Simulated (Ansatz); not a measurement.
# A series in volume per atom on W

All results are calculated (Ansatz 0.2.0 development build). Equation of state of a cubic crystal from periodic Kohn-Sham density functional theory without spin; pressure corrected for the finite basis.

Cell of the first row (space group Pm-3m, No. 221):
```
CELL_PARAMETERS angstrom
2.58810 0.00000 0.00000
0.00000 2.58810 0.00000
0.00000 0.00000 2.58810
ATOMIC_POSITIONS crystal
W 0.00000 0.00000 0.00000
```

Settings of every row: formula W; structure type simple cubic; functional PBE; spin treatment none; k mesh 21x21x21; occupation method fermi-dirac; occupation width 0.061225619 eV; wave cutoff 760 eV; datasets hand-made PAW; density cutoff ratio 4.

Limits: a cubic model structure, not a phase known at ambient conditions; modest k-mesh, values are not fully converged in k; the SCF threshold is loose for a stress in some rows; no spin-orbit coupling, which can matter with elements this heavy.

| row | volume per atom (Å³) | pressure (GPa) | energy above lowest point (meV/atom) |
| --- | --- | --- | --- |
| 1 | 17.335 | 13.572 | 40.76 |
| 2 | 17.704 | 8.195 | 15.82 |
| 3 | 18.073 | 3.355 | 2.62 |
| 4 | 18.441 | ? | ? |
| 5 | 18.81 | -4.934 | 6.91 |
| 6 | 19.179 | -8.478 | 22.42 |
| 7 | 19.548 | -11.676 | 45.68 |

Question: what pressure should row 4 give?

Worked fit of pressure. Take u = (V_r/V)^(2/3) − 1 with V_r = 18.441 Å³ an atom, which is twice the finite (Eulerian) strain; such expansions in the strain, on which the Birch-Murnaghan equation of state is built, carry the rest volume and the bulk modulus. The shown rows have u = 0.04209, 0.02756, 0.01353, -0.01312, -0.02582, -0.03812. Least squares give pressure = −0.999 + 310.507 × u + 821.67 × u² + 617 × u³ GPa; a parabola predicts inner rows, each left out in turn, worse (root mean square 0.014 against 0.0021 GPa). The rows lie off it by 0.000, -0.001, 0.001, -0.001, 0.001, 0.000. The pressure vanishes at u = 0.0032, or V = 18.35 Å³ an atom, and there the bulk modulus at fixed shape and fractions is B = −V dP/dV = (2/3)(1 + u) dP/du = 211 GPa. The withheld row has u = 0, so the fit gives −0.999 + 310.507 × (0) + 821.67 × (0)² + 617 × (0)³ = -0.999 GPa.

The calculation gave -1.004 GPa. The fit lies 0.005 GPa (0.02 % of the column's range) above it; its largest miss of a shown row is 0.001 GPa.

The other values of row 4: energy above lowest point 0 meV/atom.
